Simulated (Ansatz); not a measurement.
# Stack of 2H-MoTe2 under HfSi2As4, upper layer turned by 180° in a perpendicular field, part 2 of 3

Aim: how the stack of 2H-MoTe2 under HfSi2As4, upper layer turned by 180° screens a field along its normal, and what the field does to its bands. A positive field points along +c.

Ansatz 0.2.0; plane-wave DFT, PBE-D3(BJ), Ansatz PAW (the session's first sound run).

So far. Step 2 (Relaxation): The lattice constant a goes from 3.590 to 3.646 Å.

**3. Atoms held, field 0, start network**

A sawtooth potential applies the field, turning back in the middle of the vacuum. With the dipole correction the typed value is the field outside the slab. The induced dipole is small, so the SCF threshold is tight.

The cell differs from the one that the last finished run ended in (c 63.954 → 35.410 Å).

File input.yaml:

```yaml
crystal:
  lattice:
    - [3.6463532311, 0.0, 0.0]
    - [-1.8231766156, 3.1578345293, 0.0]
    - [0.0, 0.0, 35.4104856488]
  atoms:
    - { symbol: Te, position: [0.3333333333, 0.6666666667, 0.2541620041] }
    - { symbol: Mo, position: [0.0, 0.0, 0.3040163496] }
    - { symbol: Te, position: [0.3333333333, 0.6666666667, 0.3538297373] }
    - { symbol: As, position: [0.3333333333, 0.6666666667, 0.4608229841] }
    - { symbol: Si, position: [0.0, 0.0, 0.4919050094] }
    - { symbol: As, position: [0.0, 0.0, 0.5576128247] }
    - { symbol: Hf, position: [0.3333333333, 0.6666666667, 0.6033025292] }
    - { symbol: As, position: [0.0, 0.0, 0.6490614559] }
    - { symbol: Si, position: [0.0, 0.0, 0.714765353] }
    - { symbol: As, position: [0.3333333333, 0.6666666667, 0.7458379959] }
kpoints:
  mp_grid: { grid: [18, 18, 1] }
  band_path:
    path: [[0, 0, 0], [0.5, 0, 0], [0.33333333, 0.33333333, 0], [0, 0, 0]]
    npoints: 16
hamiltonian:
  xc: pbe
  dispersion: d3bj
scf:
  occupations: { method: fermi_dirac, width: 0.05 }
  convergence: { dr2_threshold: 1.0e-10 }
efield:
  axis: 3
  dipole_correction: true
  ramp_position: 0.97
  ramp_width: 0.06
  amplitude: 0
output:
  dos: { projected: true, e_range: [-6, 5] }
  bader: true
  write_potential: true
  write_density: true
  volumetric_format: npy
  elf: true
```

Command:

```sh
$ ansatz run input.yaml --threads 4 --pin off --max-ram 12288MiB --backend cpu --events-out ev --progress --plain --runs-dir out
```

Numbers of over 12 decimals in the logs are rounded to 6 here.

The log of the run:

```text
[...]
Crystal: 10 atoms, lattice volume = 407.737 Å³
Basis set: ecut = 420 eV, 7859 PW (Γ)
Bands: 84, of which v1, the nominal top of the filled ones, is band 70 counted from 1 (69 counted from 0)
Symmetry: 6 space group operations
[...]
k-points: 37 of 324 (time reversal used)
[...]
SCF iter   1: F=—  HF=-55339.330277 eV  |F-HF|=—  |Δ(HF+E_count)|=         —  Δρ=3.00e-3  dr2=7.46e-2  ethr=1.77e-3  p=-0.023 e·Å  D=-1.02e-2 V/Å  ΔV_dip=0.36 eV  dr2_dipole=8.32e-3  V_vac-E_F(+/−)=4.75/4.39 eV  ⟨swp⟩=7.8  Hψ=12675  notcnv=0  defer=19
efield: sawtooth ramp at fractional position 0.9700 (set: `efield.ramp_position`, or a place that a band, a saddle search or an elastic batch's reference lends), width 0.0600; the density the first Hamiltonian is built on has a dipole p = -0.023 e·Å; the dipole correction subtracts the counter field D = -1.02e-2 V/Å, which shifts the + side's vacuum level by +0.36 eV against the − side's; the planar-averaged density in the ramp window peaks in size at 1.4e-5 e/Å³
[...]
SCF iter   2: F=—  HF=-55340.629065 eV  |F-HF|=—  |Δ(HF+E_count)|=    1.30e0  Δρ=2.18e-2  dr2=1.26e2  ethr=5.33e-5  p=0.158 e·Å  D=6.99e-2 V/Å  ΔV_dip=-2.48 eV  dr2_dipole=8.18e1  V_vac-E_F(+/−)=4.16/6.64 eV  ⟨swp⟩=4.1  Hψ=7556  notcnv=0  defer=167
[...]
SCF iter  21: F=-55339.331283 eV  HF=-55339.331283 eV  |F-HF|=3.64e-11  |Δ(HF+E_count)|=  2.91e-11  Δρ=8.54e-8  dr2=5.75e-11  ethr=1.00e-12  p=-0.009 e·Å  D=-3.98e-3 V/Å  ΔV_dip=0.14 eV  dr2_dipole=2.53e-12  V_vac-E_F(+/−)=4.86/4.71 eV  ⟨swp⟩=11.9  Hψ=10293  notcnv=0
SCF 1 converged in 21 iterations: F = -55339.331283 eV  dr2 = 5.75e-11
[...]
NSCF: frozen V_eff on 49 k-points
efield: sawtooth ramp at fractional position 0.9700 (kept from the solve that this one continues, or follows in the run), width 0.0600; the density the first Hamiltonian is built on has a dipole p = -0.009 e·Å; the dipole correction subtracts the counter field D = -3.98e-3 V/Å, which shifts the + side's vacuum level by +0.14 eV against the − side's; the planar-averaged density in the ramp window peaks in size at 2.0e-6 e/Å³
[...]
SCF converged after 21 iterations
Free energy (F): -55339.331283 eV
[...]
Internal energy: -55339.317383 eV  (E = F + TS)
E sigma→0 (E₀):  -55339.324333 eV
Entropy (-TS):   -0.013899 eV (-1.390 meV/atom)
Fermi energy:    3.949999 eV
Dipole field:    D = -0.003980 V/Å  (p = -0.008968 e·Å, saw-weighted, corrected)
Work function:   Φ+ = 4.8553 eV   Φ− = 4.7144 eV
Levels:          The Fermi level and band energies are counted from a zero that moves with the ramp; work functions are not
[...]
--- Band table (eV; the first three rows and the last of 37) ---
  k-point 0: bands = [... 66 lower, 3.2049, 3.5602, 4.1852, 4.1852, 4.6162, 6.0472, 6.2027, 6.4898, ... 10 higher]
  k-point 1: bands = [... 66 lower, 3.1609, 3.5528, 4.0646, 4.1167, 4.6516, 6.3141, 6.3502, 6.4384, ... 10 higher]
  k-point 2: bands = [... 66 lower, 3.1279, 3.5024, 3.7385, 3.9324, 4.6492, 5.9785, 6.0748, 6.3641, ... 10 higher]
  k-point 36: bands = [... 66 lower, 1.9690, 2.4298, 3.1281, 3.6425, 4.5239, 5.1309, 5.5775, 5.6761, ... 10 higher]
--- Bader charges: 10 sites ---
  site symbol  charge [e]  shift [e]
     0     Te     -0.3158     0.0002
     1     Mo      0.6313     0.0005
     2     Te     -0.3106     0.0002
     3     As     -0.7025     0.0045
     4     Si      1.0392     0.0098
     5     As     -1.1436     0.0060
     6     Hf      1.6038     0.0013
     7     As     -1.1480     0.0064
     8     Si      1.0446     0.0102
     9     As     -0.6984     0.0045
  estimated error of the sums over rays = 8.6e-4 e
```

Elapsed: 2.2 min, on 4 threads of Arm Neoverse V1, shared host; peak memory 2 GiB.

The column dr2 measures how far the density is from self-consistency, as an energy; F and HF (Harris–Foulkes) agree once it is small.

Numbers from this step:

- energy at zero smearing: -55339.3243 eV
- work function, upper face: 4.855 eV
- work function, lower face: 4.714 eV
- dipole along the normal: -0.008968 e·Å
- step between the vacuum levels: 0.1409 eV

Running mean over a fixed 2.5 Å (it still follows the layers) of the planar mean; the ramp of the sawtooth is left out. Table of electron's electrostatic potential energy less the Fermi level by z:

z (Å), electron's electrostatic potential energy less the Fermi level (eV) and a bar from the least value:
```
        4       4.71 ##############################
        5       4.71 ##############################
        6       4.64 #############################
        7       3.59 ###########################
        8       1.26 #####################
        9      -2.22 #############
       10      -6.54 ###
       11      -7.76 
       12      -4.80 #######
       13      -0.48 #################
       14       1.81 #######################
       15       1.80 #######################
       16      -2.40 #############
       17      -5.55 #####
       18      -4.02 #########
       19      -1.04 ################
       20      -3.49 ##########
       21      -6.57 ###
       22      -6.04 ####
       23      -2.22 #############
       24      -1.61 ###############
       25      -4.41 ########
       26      -5.40 ######
       27      -0.72 #################
       28       3.03 ##########################
       29       4.71 ##############################
       30       4.85 ##############################
       31       4.85 ##############################
       32       4.86 ##############################
```

The density of states has structure finer than the step of the table below, so its rows give means over 0.25 eV, whole bins alone (the curve runs from -6 to 1.99 eV). Peaks (eV: height): -4.620: 10.7, -4.370: 10.4, -3.550: 13.5, -2.280: 13.4, -2.170: 15.0, -1.510: 12.0, -0.870: 12.5.

The density of states by energy, zero at the Fermi level; means over each step:

```tsv
energy (eV)	density of states (states/eV a cell)
-5.75	0.604
-5.50	1.82
-5.25	0.869
-5.00	2.19
-4.75	6.78
-4.50	7.48
-4.25	7.43
-4.00	4.75
-3.75	5.63
-3.50	8.04
-3.25	5.66
-3.00	6.25
-2.75	8.39
-2.50	7.10
-2.25	9.41
-2.00	6.61
-1.75	7.73
-1.50	9.26
-1.25	6.06
-1.00	9.04
-0.75	8.79
-0.50	5.47
-0.25	1.49
0.00	1.71
0.25	2.12
0.50	2.90
0.75	2.61
1.00	4.46
1.25	5.57
1.50	4.51
1.75	7.42
```

Projected DOS per atom over height of the atomic layer and energy from the Fermi level. Layers: Te Mo Te As Si As Hf As Si As from below.

Ten even steps from '_' (0.00 states/eV) to '@' (3.41 states/eV), each cell a mean:
```
::++::....__..__....
..**..______________
..@@..______________
__..________::______
____________==______
__________..::..____
__::______..::..____
::##::____----::____
::--::..__--::--__..
--==::::__::..::__::
::==::..__........--
::--::==..::..::..--
::==::::..........::
--::::::............
::..::..............
----==..............
..__..........::....
------....::..::....
::::::..::..........
..__..______________
____________________
____________________
```
Columns: height of the atomic layer (Å) from 9 to 26.4 (not evenly spaced); rows upwards: energy from the Fermi level (eV) from -5.96 to 1.96.

The electronic bands at the labelled points (eV, zero at the Fermi level):

```tsv
point	band 67	band 68	band 69	band 70	band 71	band 72	band 73	band 74
Γ	-0.75	-0.39	0.24	0.24	0.67	2.10	2.25	2.54
halfway	-1.05	-0.85	-0.67	-0.50	0.30	1.29	1.71	1.73
M	-1.30	-0.88	-0.82	-0.30	-0.05	0.94	1.24	1.34
halfway	-1.64	-1.41	-1.00	-0.51	0.49	0.89	1.56	1.99
K	-1.98	-1.52	-0.82	-0.31	0.57	1.18	1.63	1.73
halfway	-0.91	-0.90	-0.84	-0.79	0.45	1.14	1.44	1.66
Γ	-0.75	-0.39	0.24	0.24	0.67	2.10	2.25	2.54
```

Electrostatic potential energy in the ca plane at fractional y = 0.667, with atoms of Te and As and Hf within 0.2 Å of it. With pseudopotentials it is smooth inside the atoms' cores, unlike the true potential.

Values in eV, 6 rows by 16 columns, each cell a mean:
```
  6   8   8   6   1   1   4   0   4   4   0   4   1   2   6   8
  4   8   8   5   2   2   5   2   2   3   2   5   2   2   5   8
 -8   6   7  -6  -5   5   7   4 -13 -12   4   7   5  -5  -5   7
  2   2   5  -1  -4   6   8   3 -26 -26   3   8   6  -4  -1   6
 -2   3   5  -4  -6   6   8   3 -25 -24   4   8   6  -6  -4   6
 -6   6   7  -2  -2   5   6   4  -6  -6   4   7   5  -2  -1   8
```
Columns run along c (16.0 Å, from fractional 0.35 to 0.81 of the cell; values clipped at the 3rd and 97th percentile), rows up along a (3.6 Å). Atoms in or near the plane, at fractional coordinates: As at (0.46, 0.33), Hf at (0.60, 0.33), As at (0.75, 0.33).

Valence density in the ca plane at fractional y = 0.667, with atoms of Te and As and Hf within 0.2 Å of it. It is the smooth field of the valence electrons, not physical close to the nuclei.

Ten steps, logarithmic in the rise over the least value, from '0' (0 e/Å³) to '9' (29 e/Å³), each cell a mean:
```
00000000000111100011111100111110001111100000
00000000000111100011111000111111001111000000
10000000001111100011111101111110000111100000
21100000011211100001111122111100000111211000
53210000134421100000012565311000000123432100
76310001268741000000014798520000000136874100
87310001379852100000015899620000000137984200
75310001257631100000014788520000000125763100
43110000123321100000112454311000000122332100
11100000011111100001111111111100000111110000
```
Columns run along c (16.0 Å, from fractional 0.35 to 0.81 of the cell), rows up along a (3.6 Å). Atoms in or near the plane, at fractional coordinates: As at (0.46, 0.33), Hf at (0.60, 0.33), As at (0.75, 0.33).

ELF in the ca plane at fractional y = 0.667, with atoms of Te and As and Hf within 0.2 Å of it. It is the smooth field of the valence electrons, not physical close to the nuclei.

Values, 6 rows by 16 columns, each cell a mean:
```
0.00 0.00 0.00 0.00 0.00 0.04 0.18 0.33 0.19 0.19 0.31 0.23 0.04 0.07 0.28 0.57
0.00 0.00 0.00 0.00 0.01 0.11 0.34 0.43 0.24 0.20 0.42 0.37 0.10 0.16 0.40 0.63
0.00 0.00 0.00 0.00 0.10 0.56 0.67 0.43 0.44 0.35 0.46 0.58 0.35 0.55 0.64 0.64
0.00 0.00 0.00 0.01 0.24 0.77 0.54 0.08 0.39 0.34 0.16 0.35 0.45 0.67 0.39 0.44
0.00 0.00 0.00 0.01 0.21 0.74 0.58 0.17 0.41 0.36 0.24 0.42 0.43 0.65 0.47 0.50
0.00 0.00 0.00 0.00 0.06 0.42 0.65 0.52 0.40 0.31 0.53 0.60 0.28 0.45 0.64 0.68
```
Columns run along c (16.0 Å, from fractional 0.05 to 0.51 of the cell), rows up along a (3.6 Å). Atoms in or near the plane, at fractional coordinates: Te at (0.25, 0.33), Te at (0.35, 0.33), As at (0.46, 0.33).

The work function of the upper face is 4.86 eV.

**4. Single point, field 0.1 V/Å**

input.yaml: that of step 3 with these lines changed.

```diff
@@ -32,6 +32,4 @@
   ramp_width: 0.06
-  amplitude: 0
+  amplitude: 0.1
 output:
-  dos: { projected: true, e_range: [-6, 5] }
-  bader: true
   write_potential: true
@@ -39,2 +37 @@
   volumetric_format: npy
-  elf: true
```

The log of the run:

```text
[...]
Crystal: 10 atoms, lattice volume = 407.737 Å³
Basis set: ecut = 420 eV, 7859 PW (Γ)
Bands: 84, of which v1, the nominal top of the filled ones, is band 70 counted from 1 (69 counted from 0)
Symmetry: 6 space group operations
[...]
k-points: 37 of 324 (time reversal used)
[...]
k-point 0: bands = [... 66 lower, 3.2476, 3.5064, 4.2211, 4.2211, 4.6501, 6.0761, 6.2505, 6.4227, ... 10 higher]
  k-point 1: bands = [... 66 lower, 3.2016, 3.4990, 4.1004, 4.1526, 4.6859, 6.2538, 6.3657, 6.4652, ... 10 higher]
  k-point 2: bands = [... 66 lower, 3.1650, 3.4485, 3.7741, 3.9683, 4.6837, 5.9128, 6.0102, 6.3955, ... 10 higher]
  k-point 36: bands = [... 66 lower, 1.9386, 2.4385, 3.1616, 3.5751, 4.4567, 5.1644, 5.6134, 5.6239, ... 10 higher]
[key lines of the parts left out:]
SCF converged after 20 iterations
Free energy (F): -55339.336363 eV
Fermi energy:    3.985778 eV
Dipole field:    D = 0.049042 V/Å  (p = 0.110507 e·Å, saw-weighted, corrected)
```

Elapsed: 1.8 min, on 4 threads; peak memory 1.9 GiB; 7.2 min of CPU time.

The dipole is 0.111 e·Å, 0.119 e·Å from its value without field.

**5. Atoms held, field -0.1 V/Å**

input.yaml: that of step 4 with these lines changed.

```diff
@@ -32,3 +32,3 @@
   ramp_width: 0.06
-  amplitude: 0.1
+  amplitude: -0.1
 output:
```

The log of the run:

```text
[...]
Crystal: 10 atoms, lattice volume = 407.737 Å³
Basis set: ecut = 420 eV, 7859 PW (Γ)
Bands: 84, of which v1, the nominal top of the filled ones, is band 70 counted from 1 (69 counted from 0)
Symmetry: 6 space group operations
[...]
k-points: 37 of 324 (time reversal used)
[...]
k-point 0: bands = [... 66 lower, 3.1674, 3.6105, 4.1531, 4.1531, 4.5857, 6.0174, 6.1614, 6.5498, ... 10 higher]
  k-point 1: bands = [... 66 lower, 3.1249, 3.6032, 4.0325, 4.0845, 4.6208, 6.3124, 6.3766, 6.4043, ... 10 higher]
  k-point 2: bands = [... 66 lower, 3.1386, 3.5528, 3.7068, 3.9002, 4.6181, 6.0344, 6.1325, 6.3264, ... 10 higher]
  k-point 36: bands = [... 66 lower, 1.9898, 2.4284, 3.0991, 3.7029, 4.5842, 5.1000, 5.5443, 5.7160, ... 10 higher]
[key lines of the parts left out:]
SCF converged after 18 iterations
Free energy (F): -55339.338177 eV
Fermi energy:    3.918162 eV
Dipole field:    D = -0.057295 V/Å  (p = -0.129102 e·Å, saw-weighted, corrected)
```

The job ended after 1.7 min (4 threads; peak memory 1.9 GiB; 6.9 min of CPU time).

The dipole is -0.129 e·Å, -0.120 e·Å from its value without field.

**6. Atoms held, field 0.2 V/Å**

input.yaml: that of step 5 with these lines changed.

```diff
@@ -32,3 +32,3 @@
   ramp_width: 0.06
-  amplitude: -0.1
+  amplitude: 0.2
 output:
```

The log of the run:

```text
[...]
Crystal: 10 atoms, lattice volume = 407.737 Å³
Basis set: ecut = 420 eV, 7859 PW (Γ)
Bands: 84, of which v1, the nominal top of the filled ones, is band 70 counted from 1 (69 counted from 0)
Symmetry: 6 space group operations
[...]
k-points: 37 of 324 (time reversal used)
[...]
k-point 0: bands = [... 66 lower, 3.2926, 3.4532, 4.2578, 4.2578, 4.6850, 6.1026, 6.3015, 6.3523, ... 10 higher]
  k-point 1: bands = [... 66 lower, 3.2443, 3.4460, 4.1370, 4.1892, 4.7211, 6.1841, 6.3737, 6.3948, ... 10 higher]
  k-point 2: bands = [... 66 lower, 3.2031, 3.3955, 3.8105, 4.0050, 4.7192, 5.8415, 5.9429, 6.3368, ... 10 higher]
  k-point 36: bands = [... 66 lower, 1.9012, 2.4534, 3.1972, 3.5049, 4.3867, 5.1972, 5.5654, 5.6495, ... 10 higher]
[key lines of the parts left out:]
SCF converged after 19 iterations
Free energy (F): -55339.353378 eV
Fermi energy:    4.022343 eV
Dipole field:    D = 0.101978 V/Å  (p = 0.229787 e·Å, saw-weighted, corrected)
```

Elapsed: 1.8 min, on 4 threads; peak memory 1.9 GiB.

The dipole is 0.230 e·Å, 0.239 e·Å from its value without field.

**7. Atoms held, field -0.2 V/Å**

input.yaml: that of step 6 with these lines changed.

```diff
@@ -32,3 +32,3 @@
   ramp_width: 0.06
-  amplitude: 0.2
+  amplitude: -0.2
 output:
```

The log of the run:

```text
[...]
Crystal: 10 atoms, lattice volume = 407.737 Å³
Basis set: ecut = 420 eV, 7859 PW (Γ)
Bands: 84, of which v1, the nominal top of the filled ones, is band 70 counted from 1 (69 counted from 0)
Symmetry: 6 space group operations
[...]
k-points: 37 of 324 (time reversal used)
[...]
k-point 0: bands = [... 66 lower, 3.1396, 3.6507, 4.1301, 4.1301, 4.5627, 5.9908, 6.1315, 6.5959, ... 10 higher]
  k-point 1: bands = [... 66 lower, 3.0982, 3.6437, 4.0095, 4.0616, 4.5977, 6.2877, 6.3598, 6.4355, ... 10 higher]
  k-point 2: bands = [... 66 lower, 3.1814, 3.5928, 3.6845, 3.8773, 4.5951, 6.0742, 6.1768, 6.2912, ... 10 higher]
  k-point 36: bands = [... 66 lower, 2.0009, 2.4322, 3.0782, 3.7493, 4.6304, 5.0772, 5.5187, 5.7390, ... 10 higher]
[key lines of the parts left out:]
SCF converged after 20 iterations
Free energy (F): -55339.357152 eV
Fermi energy:    3.896097 eV
Dipole field:    D = -0.111257 V/Å  (p = -0.250695 e·Å, saw-weighted, corrected)
```

It took 1.8 min on 4 threads; peak memory 1.9 GiB.

The dipole is -0.251 e·Å, -0.242 e·Å from its value without field.

**8. Single point, field 0.35 V/Å**

input.yaml: that of step 7 with these lines changed.

```diff
@@ -30,6 +30,8 @@
   dipole_correction: true
-  ramp_position: 0.97
-  ramp_width: 0.06
-  amplitude: -0.2
+  ramp_position: 0.9521
+  ramp_width: 0.0904
+  amplitude: 0.35
 output:
+  dos: { projected: true, e_range: [-6, 5] }
+  bader: true
   write_potential: true
@@ -37 +39,2 @@
   volumetric_format: npy
+  elf: true
```

The log of the run:

```text
[...]
Crystal: 10 atoms, lattice volume = 407.737 Å³
Basis set: ecut = 420 eV, 7859 PW (Γ)
Bands: 84, of which v1, the nominal top of the filled ones, is band 70 counted from 1 (69 counted from 0)
Symmetry: 6 space group operations
[...]
k-points: 37 of 324 (time reversal used)
[...]
--- Bader charges: 10 sites ---
  site symbol  charge [e]  shift [e]
     0     Te     -0.3385     0.0002
     1     Mo      0.6312     0.0005
     2     Te     -0.2986     0.0002
     3     As     -0.7188     0.0046
     4     Si      1.0430     0.0096
     5     As     -1.1401     0.0057
     6     Hf      1.6042     0.0013
     7     As     -1.1531     0.0066
     8     Si      1.0400     0.0103
     9     As     -0.6692     0.0044
  estimated error of the sums over rays = 8.8e-4 e
[key lines of the parts left out:]
SCF converged after 21 iterations
Free energy (F): -55339.401273 eV
Fermi energy:    4.090278 eV
Dipole field:    D = 0.181512 V/Å  (p = 0.408999 e·Å, saw-weighted, corrected)
```

The job ended after 2.3 min (4 threads; peak memory 2 GiB).

The dipole is 0.409 e·Å, 0.418 e·Å from its value without field.

(Part 2 of 3 ends here.)

[Logs are printed without paths, hosts, clocks, repeated set-up lines and the standing remarks that a program may print on its own settings, such as how far it seeks lower states.]

[Hosts, paths, dates, database ids (printed as entryN), source tags and the programs' standing remarks are cut or masked in the printed files.]

[Maps of the electrostatic potential energy from Ansatz leave out the sawtooth potential of an applied field or a dipole correction, so their vacuum need not be flat; planar profiles and work functions include it.]

[The density of states shown here was stored with 400 of the rows of the run's finer table, so its peaks can read low, often by over a quarter, or be missed, and its means over a window can be off by a tenth or more.]
